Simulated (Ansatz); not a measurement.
An input for Ansatz 0.2.0 (I):

File run.py:

```python
import json

import ase.io
import numpy as np

import ansatz as az

atoms = ase.io.read("I.cif")
atoms.info.pop("occupancy", None)
atoms.pbc = (True, False, False)

calculation = (
    az.Crystal.from_ase(atoms)
    .calculation()
    .kpoints(6, 6, 9)
    .functional("mr2scan", dispersion="d3bjatm")
    .pseudopotentials(kind="nc")
    .scf(extra_bands=6)
    .occupations(method="gaussian", width=0.1)
    .density_of_states(energy_step=0.05, projected=False, nscf_kmesh=(9, 9, 14))
    .forces()
    .stress()
    .band_table(publish=True)
)
outcome = calculation.run(threads=2, events_out="events.jsonl")

report = outcome.report
for line in open("events.jsonl"):
    event = json.loads(line)
    if event["event"] == "scf_iter":
        d = event["data"]
        print(f"SCF {d['iter']:3d}  HF = {d['harris_foulkes_ev']:.6f} eV  dr2 = {d['dr2_ev']:.2e} eV")
    elif event["event"] in ("relax_step", "md_step"):
        d = event["data"]
        print(f"{event['event']} {d['step']:3d}  E = {d['lagrangian_ev']:.6f} eV")
np.set_printoptions(precision=5, suppress=True, linewidth=110)
print("converged:", report["converged"], "after", report["n_iterations"], "iterations")
print(f"free energy {report['free_energy_ev']:.6f} eV, Fermi level {report['fermi_energy_ev']:.4f} eV")
for key in ("band_edges_ev", "magnetization_mub", "site_moments_mub", "site_moments_nc_mub", "forces_ev_ang",
                "stress_gpa"):
    if report.get(key) is not None:
        print(key, np.array(report[key]), sep="\n")
```

I.cif

```cif
data_I
_cell_length_a 4.53670848
_cell_length_b 4.45204175
_cell_length_c 2.88929863
_cell_angle_alpha 110.69158645
_cell_angle_beta 107.54000911
_cell_angle_gamma 110.33833559
_space_group_name_H-M_alt 'P1'
_space_group_name_Hall 'P 1'
_space_group_IT_number 1
loop_
_space_group_symop_operation_xyz
'x,y,z'
loop_
_atom_site_label
_atom_site_type_symbol
_atom_site_symmetry_multiplicity
_atom_site_Wyckoff_symbol
_atom_site_fract_x
_atom_site_fract_y
_atom_site_fract_z
_atom_site_occupancy
I1 I 1 a 0.4912510000 0.4958310000 0.4979500000 1
```

Potentials or basis: Ansatz NC.

Launch:

```console
$ python run.py
```

Problem. Does this run start?

Solution. The run stopped without a result. It printed:

Output:

```text
Traceback (most recent call last):
  File "run.py", line 13, in <module>
  [frames inside libraries left out]
ansatz.errors.InputError: the structure repeats along (True, False, False), a wire, which no run serves: with all three repeating it runs with its images, in a cell whose vacuum keeps them apart (no .periodic, atoms.pbc = True or periodic_images=True)  [crystal.periodic]
```
